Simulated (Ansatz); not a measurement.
CaSe (NiAs type), relaxed with r2SCAN: 7 runs in Ansatz, each a construction of maximally localised Wannier functions. It is hexagonal, P6_3/mmc (No. 194); conventional cell a = 4.132 Å, c = 7.163 Å, 26.47 Å³ an atom. Around Ca lie 6 Se at 2.98 Å; around Se lie 6 Ca at 2.98 Å. No spin polarisation. The prototype was imposed, so other structures may be more stable.

```
Ca Se
1.0
     4.13168    0.00000    0.00000
    -2.06584    3.57814    0.00000
     0.00000    0.00000    7.16250
Ca Se
2 2
Direct
  0.00000 0.00000 0.00000
  0.00000 0.00000 0.50000
  0.33333 0.66667 0.25000
  0.66667 0.33333 0.75000
```

Windows count from the top of the filled bands; a dash means that no such window was set (without an outer window there is no disentanglement). Rows marked drawn have settings drawn at random (some not listed).

```
functional  SCF mesh  trial orbitals  functions   mesh  window (eV)  frozen (eV)  settings  Ω total (Å²)  Ω invariant (Å²)  largest spread (Å²)  least projectability  interpolation miss of the model's filled bands (eV, to the nearest computed level)
       PBE     6×6×4      Se s, Se p          8  6×6×4            –            –    chosen         14.88             12.75                 1.93                  0.91                                                                               0.025
       PBE     6×6×4            Se p          6  6×6×2            –            –    chosen         14.45             14.32                 2.43                  0.91                                                                               0.100
    r2SCAN     6×6×4      Se s, Se p          8  6×6×2            –            –    chosen         13.96             11.80                 1.81                  0.92                                                                               0.086
     HSE06     6×6×2      Se s, Se p          8  6×6×2            –            –    chosen         13.90             11.74                 1.81                  0.92                                                                                   –
       PBE     6×6×4            Se p          6  4×4×4            –            –     drawn         14.21             14.08                 2.46                  0.91                                                                               0.093
```

Problem. Estimate from these rows what the further settings give.
```tsv
functional	SCF mesh	trial orbitals	functions	mesh	window (eV)	frozen (eV)	settings
r2SCAN	6×6×4	Se p	6	6×6×2	–	–	chosen
PBE	6×6×4	Se s, Se p	8	6×6×2	–	–	chosen
```

Solution.
```csv
functional,SCF mesh,trial orbitals,functions,mesh,window (eV),frozen (eV),settings,Ω total (Å²),Ω invariant (Å²),largest spread (Å²),least projectability,"interpolation miss of the model's filled bands (eV, to the nearest computed level)"
r2SCAN,6×6×4,Se p,6,6×6×2,–,–,chosen,13.93,13.82,2.34,0.92,0.082
PBE,6×6×4,"Se s, Se p",8,6×6×2,–,–,chosen,14.48,12.34,1.88,0.91,0.105
```

For Se s, Se p with PBE the spread goes 14.48 Å² (6×6×2), 14.88 Å² (6×6×4): finite differences on a coarse mesh understate it.

The runs are scalar-relativistic, without spin-orbit coupling.
